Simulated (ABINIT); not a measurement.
KF (Carobbiite):

```
K F
1.0
     0.00000    2.67185    2.67185
     2.67185    0.00000    2.67185
     2.67185    2.67185    0.00000
K F
1 1
Direct
  0.00000 0.00000 0.00000
  0.50000 0.50000 0.50000
```

Base run:

- Program: ABINIT 10.8.3 (patched build)
- Functional: PBEsol
- Potentials or basis: PseudoDojo NC SR PBEsol v0.4.1 standard
- Cutoff: 1143 eV
- k mesh: 9 × 9 × 9
- Occupations: fermi-dirac, width 0.05 eV
- Spin: no spin polarisation

Its results: band gap on the k mesh 6.06 eV, direct.

Task: The run is repeated on the same cell with these changes: functional from PBEsol to r2SCAN; potentials or basis from PseudoDojo NC SR PBEsol v0.4.1 standard to JTH PAW PBE v2.0; cutoff from 1143 eV to 762 eV. What comes out?

Result: Band gap on the k mesh 6.83 eV, direct.

Not every run made on this cell is shown here.
